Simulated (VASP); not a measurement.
# InPd (Fm-3m) in VASP: further runs

Aim: see how the results for InPd move with the level of theory and the settings. Levels: PBE, r2SCAN, r2SCAN+D3(BJ). Tasks: relaxation of cell and atoms.

All numbers are computed with VASP 6.6.1; they aren't measurements. Logs are shortened: lines on timing, memory, paths and dates and some standing lists are left out, and cuts for length are marked.

### 1 The crystal as given

Symmetry: Fm-3m, No. 225, cubic system. The conventional cell has a = 5.492 Å, b = 5.492 Å, c = 5.492 Å, α = 90.00°, β = 90.00°, γ = 90.00°. In (site symmetry m-3m) is surrounded by 6 Pd at 2.75 Å. Pd (site symmetry m-3m) has 6 In at 2.75 Å as nearest neighbours.

The cell was built by a generator and needn't be a form met in nature.

### 2 Relaxation of cell and atoms, PBE, target pressure -3 GPa, at which the enthalpy is minimised

File INCAR:

```
PREC     = Accurate       # precision mode
ENCUT    = 600            # plane-wave cutoff, eV
EDIFF    = 1E-4           # SCF threshold, eV
ISMEAR   = -1             # smearing method
SIGMA    = 0.05           # smearing width, eV
LREAL    = False          # projectors in reciprocal space
LASPH    = True           # aspherical terms in the spheres
NELM     = 100            # most SCF steps
ALGO     = Fast           # electronic algorithm
ISIF     = 3              # what is computed and relaxed
LWAVE    = False          # write WAVECAR
LCHARG   = False          # write CHGCAR
GGA      = PE             # functional
IBRION   = 2              # ionic algorithm
NSW      = 40             # ionic steps
EDIFFG   = -0.005         # ionic threshold
PSTRESS  = -30          
POTIM    = 0.8            # step
```

File KPOINTS:

```
regular mesh
0
Gamma
  8 8 8
```

File POSCAR:

```
InPd
1.0
    0.0000000000      2.7460700000      2.7460700000
    2.7460700000      0.0000000000      2.7460700000
    2.7460700000      2.7460700000      0.0000000000
In Pd
1 1
Direct
    0.0000000000      0.0000000000      0.0000000000
    0.5000000000      0.5000000000      0.5000000000
```

Potentials or basis: VASP PAW PBE potentials, release 64 (In_d, Pd).

Launch:

```sh
$ cat potpaw_PBE.64/In_d/POTCAR potpaw_PBE.64/Pd/POTCAR > POTCAR
$ mpirun -np 1 vasp_std > vasp.out
```

OUTCAR:

```text
PREC = Accurate
   ENCUT = 600
   EDIFF = 1E-4
   ISMEAR = -1
   LREAL = False
   LASPH = True
   NELM = 100
   ISIF = 3
   GGA = PE
   IBRION = 2
   NSW = 40
   EDIFFG = -0.005
   PSTRESS = -30
   POTIM = 0.8

 ion  position               nearest neighbor table
   1  0.000  0.000  0.000-   2 2.75   2 2.75   2 2.75   2 2.75   2 2.75   2 2.75
   2  0.500  0.500  0.500-   1 2.75   1 2.75   1 2.75   1 2.75   1 2.75   1 2.75

  LATTYP: Found a face centered cubic cell.
 ALAT       =     5.4921400000

  Lattice vectors:

 A1 = (   0.0000000000,   2.7460700000,   2.7460700000)
 A2 = (   2.7460700000,   0.0000000000,   2.7460700000)
 A3 = (   2.7460700000,   2.7460700000,   0.0000000000)

Analysis of symmetry for initial positions (statically):
=====================================================================
 Subroutine PRICEL returns:
 Original cell was already a primitive cell.

 Routine SETGRP: Setting up the symmetry group for a
 face centered cubic supercell.

 Subroutine GETGRP returns: Found 48 space group operations
 (whereof 48 operations were pure point group operations)
 out of a pool of 48 trial point group operations.

The static configuration has the point symmetry O_h .

Analysis of symmetry for dynamics (positions and initial velocities):
=====================================================================
 Subroutine PRICEL returns:
 Original cell was already a primitive cell.

 Routine SETGRP: Setting up the symmetry group for a
 face centered cubic supercell.

 Subroutine GETGRP returns: Found 48 space group operations
 (whereof 48 operations were pure point group operations)
 out of a pool of 48 trial point group operations.

The dynamic configuration has the point symmetry O_h .

 Subroutine INISYM returns: Found 48 space group operations
 (whereof 48 operations are pure point group operations),
 and found     1 'primitive' translations

----------------------------------------------------------------------------------------

                                     Primitive cell

  volume of cell :      41.4157

  direct lattice vectors                    reciprocal lattice vectors
     0.000000000  2.746070000  2.746070000    -0.182078388  0.182078388  0.182078388
     2.746070000  0.000000000  2.746070000     0.182078388 -0.182078388  0.182078388
     2.746070000  2.746070000  0.000000000     0.182078388  0.182078388 -0.182078388

  length of vectors
     3.883529437  3.883529437  3.883529437     0.315369020  0.315369020  0.315369020

  position of ions in fractional coordinates (direct lattice)
     0.000000000  0.000000000  0.000000000
[... 114 lines left out ...]
 maximum number of plane-waves:      1411
   NGX = 15   NGY = 15   NGZ = 15

--------------------------------------- Ionic step        1  -------------------------------------------

 number of electron      22.9999996 magnetization

 Free energy of the ion-electron system (eV)
  ---------------------------------------------------
  ext. energy  EPLUGINS =         0.00000000
  ---------------------------------------------------
  free energy    TOTEN  =        -8.29434595 eV

  energy without entropy =       -8.28455886  energy(sigma->0) =       -8.28945240

------------------------ aborting loop because EDIFF is reached ----------------------------------------

  FORCE on cell =-STRESS in cart. coord.  units (eV):
  Direction    XX          YY          ZZ          XY          YZ          ZX
  --------------------------------------------------------------------------------------
  -------------------------------------------------------------------------------------
  Total        0.0114501      0.0114501      0.0114501      0.0000000     -0.0000000     -0.0000000
  in kB        0.4429490      0.4429490      0.4429490      0.0000000     -0.0000000     -0.0000000
  external PRESSURE =      30.4429490 kB  Pullay stress =     -30.0000000 kB
[... 97 lines left out ...]
  energy  without entropy=       -8.2660883272  energy(sigma->0) =       -8.27147682

  enthalpy is  TOTEN    =        -9.0866056121 eV   P V=       -0.8097403019

[... ionic steps 4 to 11 ...]

--------------------------------------- Ionic step       12  -------------------------------------------

 number of electron      23.0000003 magnetization

------------------------ aborting loop because EDIFF is reached ----------------------------------------
[... 71 lines left out ...]
--------------------------------------- Ionic step       14  -------------------------------------------

 number of electron      23.0000003 magnetization

 Free energy of the ion-electron system (eV)
  ---------------------------------------------------
  ext. energy  EPLUGINS =         0.00000000
  ---------------------------------------------------
  free energy    TOTEN  =        -8.27877001 eV

  energy without entropy =       -8.26805656  energy(sigma->0) =       -8.27341329

 E-fermi :   7.6013     XC(G=0): -10.9864

 val. band max:        7.5531712103   @ k =  -0.3750   0.5000   0.1250
 cond. band min:       7.6073740994   @ k =  -0.3750   0.3750   0.0000
 fundamental gap:      0.0542028890
 Fermi energy:         7.6012913983

 k-point     1 :       0.0000    0.0000    0.0000
  band No.  band energies     occupation
      1      -6.8852      2.00000
      2      -6.8852      2.00000
      3      -6.8025      2.00000
      4      -6.8025      2.00000
      5      -6.8025      2.00000
      6      -0.8691      2.00000
      7       4.9340      2.00000
      8       4.9340      2.00000
      9       4.9340      2.00000
     10       5.1398      2.00000
     11       5.1398      2.00000
     12      12.8596      0.00000
     13      12.8596      0.00000
     14      12.8596      0.00000
[... 401 lines left out ...]
      2      -6.8227      2.00000
      3      -6.7698      2.00000
      4      -6.7422      2.00000
      5      -6.7055      2.00000
      6       2.3127      2.00000
      7       3.6191      2.00000
      8       4.4412      2.00000
      9       4.4886      2.00000
     10       5.3302      2.00000
     11       5.7229      2.00000
     12       6.3963      2.00000
     13      10.6179      0.00000
     14      10.8902      0.00000
     15      15.7896      0.00000

 [... further k-points ...]

------------------------ aborting loop because EDIFF is reached ----------------------------------------

  FORCE on cell =-STRESS in cart. coord.  units (eV):
  Direction    XX          YY          ZZ          XY          YZ          ZX
  --------------------------------------------------------------------------------------
  -------------------------------------------------------------------------------------
  Total       -0.8038266     -0.8038266     -0.8038266      0.0000000      0.0000000      0.0000000
  in kB      -29.8511050    -29.8511050    -29.8511050      0.0000000      0.0000000      0.0000000
  external PRESSURE =       0.1488950 kB  Pullay stress =     -30.0000000 kB
[... 21 lines left out ...]
  energy  without entropy=       -8.2680565621  energy(sigma->0) =       -8.27341329

  enthalpy is  TOTEN    =        -9.0866060695 eV   P V=       -0.8078360559

 reached required accuracy - stopping structural energy minimisation
```

CONTCAR:

```text
InPd
   1.00000000000000
    -0.0000000000000000    2.7837326399113014    2.7837326399113014
     2.7837326399113014    0.0000000000000000    2.7837326399113014
     2.7837326399113014    2.7837326399113014   -0.0000000000000000
  In              Pd
     1     1
Direct
     0.0000000000000000    0.0000000000000000    0.0000000000000000
     0.5000000000000000    0.5000000000000000    0.5000000000000000

  0.00000000E+00  0.00000000E+00  0.00000000E+00
  0.00000000E+00  0.00000000E+00  0.00000000E+00
```

It took 69 s on 1 thread of AMD EPYC 9R45 (Zen 5), shared host; peak memory 0.17 GiB.

These settings aren't checked as converged (typed here: EDIFF = 0.0001; IBRION = 2; POTIM = 0.8; PSTRESS = -30): the numbers below hold their error.

Results:

```
Free energy                                            : -8.2788 eV
Relaxed volume                                         : 21.57 Å³/atom
Relaxed cell                                           : a = 3.937 Å, b = 3.937 Å, c = 3.937 Å, α = 60.00°, β = 60.00°, γ = 60.00°
Space group after relaxing (to 0.05 Å)                 : Fm-3m (No. 225)
Energy change on relaxing (the enthalpy is what falls) : +7.8 meV/atom
Ionic steps                                            : 14
Pressure after relaxing                                : -3.0 GPa
Band gap on the k mesh                                 : none (metal or under the smearing width)
```

Caveat: the cell is relaxed towards a set pressure, so the enthalpy falls and the energy may rise.

### 3 Relaxation of cell and atoms, r2SCAN

File INCAR:

```
SYSTEM = InPd
ALGO     = Normal         ! electronic algorithm
EDIFF    = 1E-7           ! SCF threshold, eV
EDIFFG   = -0.01          ! ionic threshold
ENCUT    = 600            ! plane-wave cutoff, eV
IBRION   = 2              ! ionic algorithm
ISIF     = 3              ! what is computed and relaxed
ISMEAR   = -1             ! smearing method
LASPH    = .TRUE.         ! aspherical terms in the spheres
LCHARG   = .FALSE.        ! write CHGCAR
LMIXTAU  = .TRUE.       
LREAL    = .FALSE.        ! projectors in reciprocal space
LWAVE    = .FALSE.        ! write WAVECAR
METAGGA  = R2SCAN         ! meta-GGA
NELM     = 80             ! most SCF steps
NSW      = 40             ! ionic steps
PREC     = Accurate       ! precision mode
SIGMA    = 0.05           ! smearing width, eV
```

File KPOINTS:

```
k-points
0
G
  8 8 8
  0 0 0
```

POSCAR is that of step 2.

Potentials or basis: VASP PAW PBE potentials, release 64 (In_d, Pd).

Launch:

```sh
$ cat potpaw_PBE.64/In_d/POTCAR potpaw_PBE.64/Pd/POTCAR > POTCAR
$ mpirun -np 1 vasp_std > vasp.out
```

Run time: 2.5 min. Hardware: 1 thread of Intel Xeon Platinum 8488C (Sapphire Rapids), shared host; peak memory 0.21 GiB.

The run converged. Its results:

- Free energy: -46.1523 eV
- Relaxed volume: 20.15 Å³/atom
- Relaxed cell: a = 3.848 Å, b = 3.848 Å, c = 3.848 Å, α = 60.00°, β = 60.00°, γ = 60.00°
- Space group after relaxing (to 0.05 Å): Fm-3m (No. 225)
- Energy gained by relaxing: 4.6 meV/atom
- Ionic steps: 3
- Pressure after relaxing: 0.0 GPa
- Band gap on the k mesh: none (metal or under the smearing width)

Step by step:
| step | energy change (eV) | largest force (eV/Å) | pressure (GPa) | volume (Å³) |
| --- | --- | --- | --- | --- |
| 1 | 0.0000 | 0.0000 | -2.59 | 41.42 |
| 2 | -0.0033 | 0.0000 | 2.23 | 39.44 |
| 3 | -0.0091 | 0.0000 | -0.02 | 40.30 |

Final structure:
```
CELL_PARAMETERS angstrom
0.00000 2.72125 2.72125
2.72125 0.00000 2.72125
2.72125 2.72125 0.00000
ATOMIC_POSITIONS crystal
In 0.00000 0.00000 0.00000
Pd 0.50000 0.50000 0.50000
```

Levels at points of the mesh, in eV from the Fermi level:
```
           k point  band 7  band 8  band 9  band 10  band 11  band 12  band 13  band 14  band 15
(0.00, 0.00, 0.00)   -3.16   -3.16   -3.16    -2.85    -2.85     5.70     5.70     5.70     9.40
(0.50, 0.00, 0.00)   -5.26   -3.94   -3.94    -2.75    -2.75    -1.56     7.74     7.74     7.90
(0.50, 0.50, 0.00)   -3.64   -2.74   -2.63    -2.53    -2.53    -0.02     1.48     1.48     5.07
```

Caveat: the PAW data sets were made with another functional, which shifts forces and pressure a little.

### 4 Relaxation of cell and atoms, r2SCAN+D3(BJ)

INCAR: that of step 3 with these lines changed.

```diff
@@ -8,2 +8,3 @@
 ISMEAR   = -1             ! smearing method
+IVDW     = 12             ! dispersion correction
 LASPH    = .TRUE.         ! aspherical terms in the spheres
@@ -18 +19,5 @@
 SIGMA    = 0.05           ! smearing width, eV
+VDW_A1   = 0.49484001   
+VDW_A2   = 5.73083694   
+VDW_S6   = 1.0          
+VDW_S8   = 0.78981345
```

KPOINTS is that of step 3.

POSCAR is that of step 3.

Potentials or basis: VASP PAW PBE potentials, release 64 (In_d, Pd).

Launch:

```sh
$ cat potpaw_PBE.64/In_d/POTCAR potpaw_PBE.64/Pd/POTCAR > POTCAR
$ mpirun -np 1 vasp_std > vasp.out
```

OUTCAR:

```text
SYSTEM = InPd
   EDIFF = 1E-7
   EDIFFG = -0.01
   ENCUT = 600
   IBRION = 2
   ISIF = 3
   ISMEAR = -1
   IVDW = 12
   LASPH = .TRUE.
   LREAL = .FALSE.
   METAGGA = R2SCAN
   NELM = 80
   NSW = 40
   PREC = Accurate
 IVDW          = 12

 ion  position               nearest neighbor table
   1  0.000  0.000  0.000-   2 2.75   2 2.75   2 2.75   2 2.75   2 2.75   2 2.75
   2  0.500  0.500  0.500-   1 2.75   1 2.75   1 2.75   1 2.75   1 2.75   1 2.75

  LATTYP: Found a face centered cubic cell.
 ALAT       =     5.4921400000

  Lattice vectors:

 A1 = (   0.0000000000,   2.7460700000,   2.7460700000)
 A2 = (   2.7460700000,   0.0000000000,   2.7460700000)
 A3 = (   2.7460700000,   2.7460700000,   0.0000000000)

Analysis of symmetry for initial positions (statically):
=====================================================================
 Subroutine PRICEL returns:
 Original cell was already a primitive cell.

 Routine SETGRP: Setting up the symmetry group for a
 face centered cubic supercell.

[... 257 lines left out ...]

 E-fermi :   8.7749     XC(G=0): -12.2626

 val. band max:        8.7644759599   @ k =   0.5000   0.5000   0.0000
 cond. band min:       8.7834063931   @ k =  -0.3750   0.5000   0.1250
 fundamental gap:      0.0189304332
 Fermi energy:         8.7748671195

 k-point     1 :       0.0000    0.0000    0.0000
  band No.  band energies     occupation
      1      -6.5699      2.00000
      2      -6.5699      2.00000
      3      -6.4427      2.00000
      4      -6.4427      2.00000
      5      -6.4427      2.00000
      6      -0.7026      2.00000
      7       5.5283      2.00000
      8       5.5283      2.00000
      9       5.5283      2.00000
     10       5.8629      2.00000
     11       5.8629      2.00000
     12      14.5395      0.00000
     13      14.5395      0.00000
     14      14.5395      0.00000
[... 401 lines left out ...]
      2      -6.4703      2.00000
      3      -6.3955      2.00000
      4      -6.3572      2.00000
      5      -6.3050      2.00000
      6       2.8731      2.00000
      7       4.0559      2.00000
      8       4.9863      2.00000
      9       5.0354      2.00000
     10       5.9865      2.00000
     11       6.5306      2.00000
     12       7.2857      2.00000
     13      12.1362      0.00000
     14      12.3222      0.00000
     15      17.7577      0.00000

 [... further k-points ...]

------------------------ aborting loop because EDIFF is reached ----------------------------------------

 Edisp (eV)   -0.44768

 E8    (eV) :    -0.1686
[... 25 lines left out ...]
  FREE ENERGIE OF THE ION-ELECTRON SYSTEM (eV)
  ---------------------------------------------------
  free  energy   TOTEN  =       -46.5960343121 eV

  energy  without entropy=      -46.5875459662  energy(sigma->0) =      -46.59179014

 reached required accuracy - stopping structural energy minimisation
```

Run time: 2.8 min. Hardware: 1 thread of Intel Xeon Platinum 8488C (Sapphire Rapids), shared host; peak memory 0.22 GiB.

What came out:

* Free energy: -46.5960 eV
* Relaxed volume: 19.79 Å³/atom
* Relaxed cell: a = 3.826 Å, b = 3.826 Å, c = 3.826 Å, α = 60.00°, β = 60.00°, γ = 60.00°
* Space group after relaxing (to 0.05 Å): Fm-3m (No. 225)
* Energy gained by relaxing: 12.7 meV/atom
* Ionic steps: 3
* Pressure after relaxing: 0.0 GPa
* Band gap on the k mesh: none (metal or under the smearing width)
* Dispersion energy per atom: -0.224 eV

The path:
| step | energy change (eV) | largest force (eV/Å) | pressure (GPa) | volume (Å³) |
| --- | --- | --- | --- | --- |
| 1 | 0.0000 | 0.0000 | -4.29 | 41.42 |
| 2 | -0.0083 | 0.0000 | 4.10 | 38.18 |
| 3 | -0.0254 | 0.0000 | -0.03 | 39.59 |

Final structure:
```cif
data_structure
_symmetry_space_group_name_H-M 'P 1'
_symmetry_Int_Tables_number 1
_cell_length_a 3.8256
_cell_length_b 3.8256
_cell_length_c 3.8256
_cell_angle_alpha 60.000
_cell_angle_beta 60.000
_cell_angle_gamma 60.000
_cell_volume 39.59
loop_
_atom_site_label
_atom_site_type_symbol
_atom_site_fract_x
_atom_site_fract_y
_atom_site_fract_z
_atom_site_occupancy
In1 In 0.00000 0.00000 0.00000 1
Pd1 Pd 0.50000 0.50000 0.50000 1
```

Levels at points of the mesh, in eV from the Fermi level:
```csv
k point,band 8,band 9,band 10,band 11,band 12,band 13,band 14,band 15
"(0.00, 0.00, 0.00)",-3.25,-3.25,-2.91,-2.91,5.76,5.76,5.76,9.37
"(0.50, 0.00, 0.00)",-4.05,-4.05,-2.83,-2.83,-1.60,7.85,7.85,7.97
"(0.50, 0.50, 0.00)",-2.84,-2.69,-2.60,-2.60,-0.01,1.46,1.46,5.20
```

Caveat: the PAW data sets were made with another functional, which shifts forces and pressure a little; pairwise dispersion overbinds metals, which lowers pressure and volume.

### 5 The reference run

An earlier run on the cell as given: functional PBE; potentials or basis VASP PAW PBE potentials, release 64 (In_d, Pd); cutoff 520 eV; k mesh 8 × 8 × 8; occupations fermi-dirac, width 0.05 eV; no spin polarisation.

* Pressure: 0.2 GPa
* Band gap on the k mesh: none (metal or under the smearing width)

### 6 The runs side by side

| task | level | cell | cutoff (eV) | gap on the mesh (eV) | pressure (GPa) | relaxed volume (Å³/atom) |
| --- | --- | --- | --- | --- | --- | --- |
| relaxation of cell and atoms | r2SCAN | relaxed | 600 | none | 0.0 | 20.15 |
| relaxation of cell and atoms | r2SCAN+D3(BJ) | relaxed | 600 | none | 0.0 | 19.79 |
| single point | PBE | as given | 520 | none | 0.2 | - |

Alike in all rows: potentials or basis VASP PAW PBE potentials, release 64 (In_d, Pd); no spin polarisation; k mesh 8 × 8 × 8; smearing fermi-dirac 0.05 eV.

Caveats: the PAW data sets were made with another functional, which shifts forces and pressure a little (some runs); pairwise dispersion overbinds metals, which lowers pressure and volume (some runs).

Total energies depend on the potentials used, so only differences within one code and one set of settings carry meaning.
